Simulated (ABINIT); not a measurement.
Ba:

```xyz
1
Lattice="0.0000 3.2327 3.2327 3.2327 0.0000 3.2327 3.2327 3.2327 0.0000" Properties=species:S:1:pos:R:3 pbc="T T T"
Ba    0.0000    0.0000    0.0000
```

This isn't the form of Ba at room conditions, which is bcc.

Base run:

```yaml
Program: ABINIT 10.8.3 (patched build)
Functional: BLYP
Potentials_or_basis: JTH PAW PBE v2.0
Cutoff: 490 eV
k_mesh: 7 × 7 × 7
Occupations: fermi-dirac, width 0.05 eV
Spin: no spin polarisation
```

Its results: band gap on the k mesh none (metal or under the smearing width); pressure 0.1 GPa.

Question: The run is repeated on the same cell with these changes: functional from BLYP to PBEsol. What comes out?

Answer: Band gap on the k mesh none (metal or under the smearing width); pressure -0.9 GPa.

PBEsol binds more tightly than BLYP, so the same cell stands under less pressure.

Caveats: this set's barium file shifts pressures by 1.5 GPa and gaps by 0.1 eV against other sets; the PAW data sets were made with another functional, which shifts forces and pressure a little; spin-orbit coupling is left out, which moves the levels of the heavy elements.
